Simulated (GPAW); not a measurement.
# CdS (Greenockite) (P6_3mc) in GPAW: single point with LDA

Aim: the single point of CdS (Greenockite) with LDA.

Program: GPAW 26.7.0. These are calculated values, not measurements. Logs are shortened: lines on timing, memory, paths and dates and some standing lists are left out, and cuts for length are marked. The log counts tension as positive stress, the text compression.

**Experimental background.**

From “Isotope dependence of band-gap energy”, 2008, arxiv:0807.2152, for a bulk crystal of CdS: band gap 2.5809 ± 0.0002 eV.

The runs below are set against these values where they give the same quantity.

## Step 1: Starting point

It takes space group P6_3mc (No. 186, hexagonal). Conventional cell: a = 4.150 Å, b = 4.150 Å, c = 6.737 Å, α = 90.00°, β = 90.00°, γ = 120.00°. Cd (site symmetry 3m) is surrounded by 4 S at 2.53 to 2.54 Å. S (site symmetry 3m) has 4 Cd at 2.53 to 2.54 Å as nearest neighbours.

## Step 2: Single point, LDA

File run.py:

```python
from ase.dft.bandgap import bandgap
from ase.io import read, write
from ase.units import GPa
from gpaw import GPAW, PW

atoms = read('CdS.xyz')

calc = GPAW(mode=PW(500),
            xc='LDA',
            kpts={'size': (6, 6, 3), 'gamma': True},
            occupations={'name': 'fermi-dirac', 'width': 0.05},
            nbands=31,
            maxiter=120,
            txt='gpaw.txt')
atoms.calc = calc
energy = atoms.get_potential_energy()
forces = atoms.get_forces()
stress = atoms.get_stress()
calc.write('gs.gpw')
write('result.traj', atoms)
print(f'Energy: {energy:.6f} eV')
print('Forces (eV/A):')
print(forces.round(4))
print('Stress (GPa):', (stress / GPa).round(3))
print('Fermi level:', round(calc.get_fermi_level(), 4), 'eV')
print(f'Gap: {bandgap(calc)[0]:.4f} eV, direct: {bandgap(calc, direct=True)[0]:.4f} eV')
```

File CdS.xyz:

```xyz
4
Lattice="4.1500000000 0.0000000000 0.0000000000 -2.0750000000 3.5940054257 0.0000000000 0.0000000000 0.0000000000 6.7370000000" Properties=species:S:1:pos:R:3 pbc="T T T"
Cd     2.0750000002      1.1980018084      3.3685000000
Cd    -0.0000000002      2.3960036173      0.0000000000
S      2.0750000002      1.1980018084      5.8948750000
S     -0.0000000002      2.3960036173      2.5263750000
```

Potentials or basis: the program's PAW data sets (release 1.2.1) made for this functional, pw.

Command:

```console
OMP_NUM_THREADS=1 python run.py
```

gpaw.txt:

```text
__  _  _
 | _ |_)|_||  |
 |__||  | ||/\| - 26.7.0

Input parameters:
  mode=PW(ecut=500.0),
  kpts=MonkhorstPack(size=(6, 6, 3), gamma=True),
  maxiter=120,
  nbands=31,
  occupations=Occupations(name='fermi-dirac', width=0.05),
  xc=XC(name='LDA')

Diagonalizing LCAO Hamiltonian
Converting LCAO to pw mode

            S

            Cd
        S

        Cd

Atoms  # Å, Bohr magnetons
|   | symbol |         x |        y |        z |    initial magnetic moments |
|---|--------|-----------|----------|----------|-----------------------------|
| 0 |     Cd |  2.075000 | 1.198002 | 3.368500 | ( 0.0000,  0.0000,  0.0000) |
| 1 |     Cd | -0.000000 | 2.396004 | 0.000000 | ( 0.0000,  0.0000,  0.0000) |
| 2 |      S |  2.075000 | 1.198002 | 5.894875 | ( 0.0000,  0.0000,  0.0000) |
| 3 |      S | -0.000000 | 2.396004 | 2.526375 | ( 0.0000,  0.0000,  0.0000) |

Unit cell  # Å
| periodic |         x |        y |        z |  lengths |     angles |
|----------|-----------|----------|----------|----------|------------|
|      yes |  4.150000 | 0.000000 | 0.000000 | 4.150000 |  90.000000 |
|      yes | -2.075000 | 3.594005 | 0.000000 | 4.150000 |  90.000000 |
|      yes |  0.000000 | 0.000000 | 6.737000 | 6.737000 | 120.000000 |

Number of symmetries: 6
Symmetry operations  # r_c * U_cc + t_c -> r_c
|   | kind |            matrix            |
|---|------|------------------------------|
| 0 |  σ   |  1, 1, 0,  0,-1, 0,  0, 0, 1 |
| 1 |  E   |  1, 0, 0,  0, 1, 0,  0, 0, 1 |
| 2 |  C3  |  0, 1, 0, -1,-1, 0,  0, 0, 1 |
| 3 |  σ   |  0,-1, 0, -1, 0, 0,  0, 0, 1 |
| 4 |  σ   | -1, 0, 0,  1, 1, 0,  0, 0, 1 |
| 5 |  C3  | -1,-1, 0,  1, 0, 0,  0, 0, 1 |

BZ-sampling:
  Number of BZ points: 108
  Number of IBZ points: 17

  Monkhorst-Pack size: [6, 6, 3]
  Monkhorst-Pack shift: [0.08333333333333333, 0.08333333333333333, 0.0]

K-points  # in reciprocal-cell coordinates
|     |                                coordinates |     weight |
|-----|--------------------------------------------|------------|
|   0 | (  0.00000000,   0.00000000,   0.00000000) | 0.00925926 |
|   1 | (  0.00000000,   0.00000000,   0.33333333) | 0.01851852 |
|   2 | (  0.16666667,   0.00000000,  -0.33333333) | 0.05555556 |
|   3 | (  0.16666667,   0.00000000,   0.00000000) | 0.05555556 |
|   4 | (  0.16666667,   0.00000000,   0.33333333) | 0.05555556 |
|   5 | (  0.33333333,  -0.16666667,   0.00000000) | 0.05555556 |
|   6 | (  0.33333333,  -0.16666667,   0.33333333) | 0.11111111 |
|   7 | (  0.33333333,   0.00000000,  -0.33333333) | 0.05555556 |
|   8 | (  0.33333333,   0.00000000,   0.00000000) | 0.05555556 |
|   9 | (  0.33333333,   0.00000000,   0.33333333) | 0.05555556 |
| ... |                                            |            |
|  16 | (  0.50000000,   0.50000000,   0.33333333) | 0.05555556 |

Plane wave coefficients: 2563
Cutoff: 500.0 eV

Spin-components: 1 (collinear spins)
Bands:           31
Projectors:      22
Spin-degeneracy: 2
Datatype:        complex128

Parallelization:
  kpt:    1
  domain: 1
  band:   1

Density:
  Valence electrons: 36.0
  Components: 1
  Grid points: [24 24 35]
  Charge: 0.0  # |e|

Potential:
  Grid points: [24 24 35]

species:
  Cd:
    name:    Cadmium
    Z:       48.0
    valence: 12
    core:    36
    charge:  0.0  # [|e|]
    compensation charges:
      type: gauss
      rc: 0.38  # [Å]
      lmax: 2
    cutoffs:
      filter: 2.12  # [Å]
      core: 2.62  # [Å]
    projectors
    | kind |    occ | energy [eV] | rcut [Å] |
    |------|--------|-------------|----------|
    |   5s |  2.000 |      -5.950 |    1.191 |
    |   5p |  0.000 |      -1.328 |    1.228 |
    |   4d | 10.000 |     -11.904 |    1.164 |
    |    s |        |      21.261 |    1.191 |
    |    p |        |      25.883 |    1.228 |
    |    d |        |      15.307 |    1.164 |

    Using partial waves for Cd as LCAO basis

  S:
    name:    Sulfur
    Z:       16.0
    valence: 6
    core:    10
    charge:  0.0  # [|e|]
    compensation charges:
      type: gauss
      rc: 0.24  # [Å]
      lmax: 2
    cutoffs:
      filter: 1.77  # [Å]
      core: 1.66  # [Å]
    projectors
    | kind |    occ | energy [eV] | rcut [Å] |
    |------|--------|-------------|----------|
    |   3s |  2.000 |     -17.278 |    0.974 |
    |   3p |  4.000 |      -7.106 |    0.979 |
    |    s |        |       9.933 |    0.974 |
    |    p |        |      20.105 |    0.979 |
    |    d |        |       0.000 |    0.900 |

    Using partial waves for S as LCAO basis

Reference energy: -325721.101191  # eV

eigensolver:
  PPCG
  Converge bands: occupied
  niter=2

density mixing:
  MSR1-Mixer
  Pratt-step length: 0.05
  Maximum mixing coefficient: 0.75
  Old densities: 10
  SVD Regularization: 0.005
  Good broyden scale: 1.0
  Trust region scale: 1.0
  Backstep threshold: 4.0
  History deletion threshold: 6.0
  Fourier metric: weight=20.0, sigma=0.015

occupation numbers:
  Fermi-Dirac:
    width: 0.0500  # eV

poisson solver:
  ecut: 4000.0  # eV

xc functional:
  name: None

convergence criteria:
- Maximum [total energy] change in last 3 cyles: 0.0005 eV / valence electron
- Maximum integral of absolute [dens]ity change: 0.0001 electrons / valence electron
- Maximum integral of absolute [eigenst]ate change: 4e-08 eV^2 / valence electron
maximum number of iterations: 120

SCF iterations
|iter     | |      energy | eigst |  dens |
|---------|-|-------------|-------|-------|
|iter:   1| |  -16.135972 | -0.41 |       |
|iter:   2| |  -15.930039 | -2.10 | -1.15 |
|iter:   3| |  -15.194516 | -1.43 | -1.19 |
|iter:   4| |  -15.178908 | -3.35 | -1.73 |
|iter:   5| |  -15.175771 | -3.67 | -2.19 |
|iter:   6| |  -15.175754c| -5.19 | -2.91 |
|iter:   7| |  -15.175758c| -6.43 | -3.55 |
|iter:   8| |  -15.175758c| -7.19 | -4.27c|
|iter:   9| |  -15.175758c| -7.96c| -4.90c|

Converged in 9 steps
Energy contributions relative to reference atoms: (reference = -325721.101191)

Energy contributions:
  Kinetic:          26.972466
  Coulomb:         -24.691407
  Zero:              0.191816
  External:          0.000000
  Xc:              -17.648631
  Entropy:          -0.000004
  Spinorbit:         0.000000
  ----------------------------
  Free energy:     -15.175760
  Extrapolated:    -15.175758

dipole moment: (-0.000007, -0.000018, -19.088118)  # |e|*Ang

Fermi level: 3.662
Eigenvalues  # (at kpt = [0.000, 0.000, 0.000])
| band index |      eig [eV] | occ [0-2] |
|------------|---------------|-----------|
|          0 |        -9.124 |     2.000 |
|        ... |               |           |
|         10 |        -3.960 |     2.000 |
|         11 |        -3.625 |     2.000 |
|         12 |        -1.275 |     2.000 |
|         13 |         2.408 |     2.000 |
|         14 |         2.408 |     2.000 |
|         15 |         3.143 |     2.000 |
[... 8 lines left out ...]
|         24 |        10.551 |     0.000 |
|         25 |        10.591 |     0.000 |
|        ... |               |           |
|         30 |        14.747 |     0.000 |

Gap: 0.894 eV
Transition (v -> c):
  (s=0, k=0, n=17, [0.00, 0.00, 0.00]) -> (s=0, k=0, n=18, [0.00, 0.00, 0.00])
No difference between direct/indirect transitions

Forces  # eV/Ang
|        x |       y |        z |
|----------|---------|----------|
| -0.00000 | 0.00000 | -0.05962 |  # Cd   0
|  0.00000 | 0.00000 | -0.06005 |  # Cd   1
|  0.00000 | 0.00000 |  0.05950 |  # S    2
|  0.00000 | 0.00000 |  0.05993 |  # S    3

Stress tensor  # eV/Ang^3
|         x |         y |         z |
|-----------|-----------|-----------|
|  0.023853 |  0.000000 |  0.000000 |
| -0.000000 |  0.023853 | -0.000000 |
|  0.000000 | -0.000000 |  0.020269 |

# Writing to gs.gpw (mode='')
```

Wall time 28 s (1 thread of Arm Neoverse V1, shared host); peak memory 0.18 GiB.

What came out:

```
Free energy            : -15.1758 eV
Pressure               : -3.6 GPa
Largest force          : 0.060 eV/Å
Band gap on the k mesh : 0.89 eV, direct
```

Forces in eV/Å, atoms in the order of the input:
```
Cd   0.000  0.000 -0.060
Cd   0.000  0.000 -0.060
S    0.000  0.000  0.059
S    0.000  0.000  0.060
```

Levels at points of the mesh, in eV from the valence-band top:
| k point | band 16 | band 17 | band 18 | band 19 | band 20 | band 21 |
| --- | --- | --- | --- | --- | --- | --- |
| (0.00, 0.00, 0.00) | -0.05 | 0.00 | 0.00 | 0.89 | 2.52 | 6.23 |
| (0.50, 0.50, 0.00) | -1.91 | -1.34 | -0.75 | 3.47 | 3.64 | 4.89 |

Caveat: the cutoff is short for stress and forces, so pressures can be off by a GPa or more.

## Step 3: Comparison with measurements

Step 2. Against the measured gap of CdS, 2.5809 eV (quoted in “Isotope dependence of band-gap energy”, 2008, arxiv:0807.2152), the calculated 0.89 eV is off by -1.69 eV. So large a miss can be the level of theory's own, or it may mean another phase, state or a wrong row. Spin-orbit coupling on Cd is left out. The value is that of LDA, without temperature or zero-point motion. Semilocal functionals fall short of measured gaps as a rule.
